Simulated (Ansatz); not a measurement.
The following input was run with Ansatz 0.2.0.

```yaml
crystal:
  lattice:
    - [0.0, 2.2281333066, 2.2281333066]
    - [2.2281333066, 0.0, 2.2281333066]
    - [2.2281333066, 2.2281333066, 0.0]
  atoms:
    - { symbol: Hf, position: [0.0, 0.0, 0.0] }
    - { symbol: "N", position: [0.5, 0.5, 0.5] }
basis:
  ecutwfc: 420
kpoints:
  mp_grid: { grid: [16, 16, 16] }
hamiltonian:
  xc: pbesol
scf:
  occupations: { method: gaussian, width: 0.1 }
output:
  forces: true
  stress: true
  eigenvalues: true
```

Launched with
```bash
ansatz run input.yaml --threads 1 --pin off --max-ram 2560MiB --backend cpu --events-out ev --progress --plain --runs-dir out
```

Level of theory: DFT PBEsol, scalar-relativistic, plane waves, PAW (Ansatz 0.2.0).

Part of what the program printed, abridged:

```
Pseudopotentials: kind: paw
Pseudopotential: Hf, paw, valence charge 26, recommended cutoff 420 eV (normal)
Pseudopotential: N, paw, valence charge 5, recommended cutoff 420 eV (normal)
Functional definition: PBEsol
Crystal: 2 atoms, lattice volume = 22.123 Å³
Basis set: ecut = 420 eV, 411 PW (Γ), exchange–correlation on 48×48×48 points (8 copies of the dense FFT grid, shifted against one another)
Bands: 20, of which v1, the nominal top of the filled ones, is band 16 counted from 1 (15 counted from 0)
Symmetry: 48 space group operations
Space group: Fm-3m (ITA 225), of the structure as read, at distance tolerance 2.8e-5 Å
k-points: 145 of 4096
Initial density: superposition of atomic densities (neutral atoms: chi_scale 0, normalization atom), corrected by the library's trained network
Initial wavefunctions: pseudopotential atomic-orbital guess
Functional: x = pbesol(κ = 0.804, μ = 0.12345679), c = pbesol(β = 0.046)
SCF iter   1: F=—  HF=-15980.236963 eV  |F-HF|=—  |Δ(HF+E_count)|=         —  Δρ=9.44e-3  dr2=1.75e-2  ethr=1.77e-3  ⟨swp⟩=4.9  Hψ=12302  notcnv=0
SCF iter   2: F=—  HF=-15980.232370 eV  |F-HF|=—  |Δ(HF+E_count)|=   4.59e-3  Δρ=2.65e-3  dr2=1.16e-3  ethr=5.65e-5  ⟨swp⟩=1.6  Hψ=4252  notcnv=0
SCF iter   3: F=—  HF=-15980.232140 eV  |F-HF|=—  |Δ(HF+E_count)|=   2.31e-4  Δρ=9.30e-4  dr2=1.16e-4  ethr=3.74e-6  ⟨swp⟩=2.0  Hψ=3437  notcnv=0
SCF iter   4: F=—  HF=-15980.232129 eV  |F-HF|=—  |Δ(HF+E_count)|=   1.12e-5  Δρ=3.09e-4  dr2=1.47e-5  ethr=3.76e-7  ⟨swp⟩=2.0  Hψ=5092  notcnv=0
SCF iter   5: F=—  HF=-15980.232107 eV  |F-HF|=—  |Δ(HF+E_count)|=   2.11e-5  Δρ=9.77e-5  dr2=1.61e-6  ethr=4.75e-8  ⟨swp⟩=2.1  Hψ=5118  notcnv=0
SCF iter   6: F=-15980.232109 eV  HF=-15980.232109 eV  |F-HF|=5.71e-8  |Δ(HF+E_count)|=   1.44e-6  Δρ=2.49e-5  dr2=7.84e-8  ethr=3.23e-10  ⟨swp⟩=4.6  Hψ=14103  notcnv=0
SCF 1 converged in 6 iterations: F = -15980.232109 eV  dr2 = 7.84e-8
SCF converged after 6 iterations
Free energy (F): -15980.232109 eV
Harris-Foulkes:  -15980.232109 eV  (|F-HF|=5.71e-8)
Internal energy: -15980.229046 eV  (E = F + TS)
E sigma→0 (E₀):  -15980.230577 eV
Entropy (-TS):   -0.003063 eV (-1.531 meV/atom)
Fermi energy:    24.722601 eV
--- Per-component energies (eV) ---
  E_band       = 211.532317
  E_kinetic    = 559.954735
  E_local      = -4606.973972  (includes V_loc(G=0)·N_el)
  E_nonlocal   = -1192.176093
  E_hartree    = 2198.399918
  E_xc         = -359.871945
  E_vxc        = -345.648760  (∫ρ·V_xc dr)
  E_paw        = -6930.354126  (= ΣΔE_a)
  E_vpaw       = 1399.579594  (= ΣTr[D̂ρ^β])
  E_aug_tail   = 0.000094  (compensation charges beyond the density's cutoff)
  E_ewald      = -5650.486847
  E_core_change = 1.279190  (= ΣΔE_core)
  E_smearing   = -0.003063  (= −TS)
--- Forces (eV/Å), atoms counted from 1 ---
  atom   1  Hf     0.00000000     0.00000000     0.00000000
  atom   2  N      0.00000000     0.00000000     0.00000000
--- Stress (GPa, compression-positive) ---
        9.192471       0.000000       0.000000
        0.000000       9.192471       0.000000
        0.000000       0.000000       9.192471
  P = ⅓ Tr σ = 9.1925 GPa (91.925 kbar)
--- Band table (eV; the first three rows and the last of 145) ---
  k-point 0: bands = ["-37.8194", "-6.2055", "-6.2055", "-6.2055", "7.0264", "12.2403", "12.2403", "12.2403", "12.2829", "12.3979", "12.3979", "12.3979", "21.7954", "21.7954", "21.7954", "24.2992", "24.2992", "24.2992", "26.7405", "26.7405"]
  k-point 1: bands = ["-37.8166", "-6.2536", "-6.2093", "-6.2093", "7.1248", "12.2408", "12.2442", "12.2442", "12.2851", "12.3946", "12.3946", "12.3980", "21.3666", "21.5296", "21.5296", "24.4370", "24.4460", "24.4460", "27.0717", "27.0717"]
  k-point 2: bands = ["-37.8084", "-6.3879", "-6.2200", "-6.2200", "7.4060", "12.2437", "12.2553", "12.2553", "12.2918", "12.3854", "12.3854", "12.3984", "20.4189", "20.9238", "20.9238", "24.6723", "24.8257", "24.8257", "27.9211", "27.9241"]
  k-point 144: bands = ["-37.7191", "-6.8567", "-6.8567", "-6.6135", "8.7882", "12.2996", "12.3170", "12.3170", "12.3439", "12.3439", "12.3736", "12.4157", "18.4302", "19.1852", "19.1852", "25.9083", "25.9083", "30.5823", "30.6759", "31.2354"]
```

The calculation finished and met its thresholds.

Time: 3 s on 1 thread of AMD EPYC 7R43 64-Core Processor (Zen 3), on a shared host, peak memory 0.4 GiB.

Spin–orbit coupling is left out, which can shift energies with elements as heavy as these.